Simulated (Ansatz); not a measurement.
Input, command and steps of an Ansatz relaxation.

```yaml
crystal:
  lattice:
    - [1.953372787, 1.953372787, 0.0]
    - [-1.9054960031, 1.9054960031, 0.0]
    - [0.0, 0.0, 3.8109920061]
  atoms:
    - { symbol: Ir, position: [0.0, 0.0, 0.0] }
    - { symbol: Ir, position: [0.5, 0.5, 0.5] }
basis:
  ecutwfc: 420
kpoints:
  mp_grid: { grid: [20, 20, 14] }
hamiltonian:
  xc: pbesol
scf:
  occupations: { method: gaussian, width: 0.1 }
output:
  forces: true
  stress: true
  eigenvalues: true
  write_density: true
  write_potential: true
  elf: true
  volumetric_format: npy
relax:
  adjacent_minimum: "off"
  f_tol: 0.008
  max_steps: 40
  cell: { stress_tol: 0.015, fix: [a, angles] }
```

```bash
ansatz run input.yaml --threads 1 --pin off --max-ram 2560MiB --backend cpu --events-out ev --progress --plain --runs-dir out
```

Level of theory: DFT PBEsol, scalar-relativistic, plane waves, PAW (Ansatz 0.2.0).

Of 5 frames 4 are shown, positions in Å and forces in eV/Å; the SCF threshold varies from step to step. Steps run on the plane waves of an earlier cell, with a Pulay correction in the pressure. The basis is chosen afresh for the last frame, the zero of the energies, and at times for earlier ones too; energy and pressure step there, also at an unchanged geometry. The mark taken_back stands on steps that the optimiser undid.

```xyz
2
Lattice="1.9534 1.9534 0.0000 -1.9055 1.9055 0.0000 0.0000 0.0000 3.8110" Properties=species:S:1:pos:R:3:forces:R:3 pbc="T T T" step=1 free_energy_over_end_meV_per_atom=0.26 pressure_GPa=-3.38
Ir    0.0000    0.0000    0.0000    0.0000    0.0000    0.0000
Ir    0.0239    1.9294    1.9055    0.0000    0.0000    0.0000
2
Lattice="1.9534 1.9534 0.0000 -1.9190 1.9190 0.0000 0.0000 0.0000 3.7948" Properties=species:S:1:pos:R:3:forces:R:3 pbc="T T T" step=2 free_energy_over_end_meV_per_atom=0.52 pressure_GPa=-4.47 taken_back
Ir    0.0000    0.0000    0.0000    0.0000    0.0000    0.0000
Ir    0.0172    1.9362    1.8974    0.0000    0.0000    0.0000
2
Lattice="1.9534 1.9534 0.0000 -1.9112 1.9112 0.0000 0.0000 0.0000 3.8037" Properties=species:S:1:pos:R:3:forces:R:3 pbc="T T T" step=3 free_energy_over_end_meV_per_atom=0.01 pressure_GPa=-3.82
Ir    0.0000    0.0000    0.0000    0.0000    0.0000    0.0000
Ir    0.0211    1.9323    1.9019    0.0000    0.0000    0.0000
2
Lattice="1.9534 1.9534 0.0000 -1.9111 1.9111 0.0000 0.0000 0.0000 3.8039" Properties=species:S:1:pos:R:3:forces:R:3 pbc="T T T" step=5 free_energy_over_end_meV_per_atom=0.00 pressure_GPa=-3.81
Ir    0.0000    0.0000    0.0000    0.0000    0.0000    0.0000
Ir    0.0211    1.9322    1.9019    0.0000    0.0000    0.0000
```

Time: 2 min on 1 thread of Arm Neoverse V2, with other jobs on the host, peak memory 0.73 GiB.

Spin–orbit coupling is left out, which can shift energies with elements as heavy as these.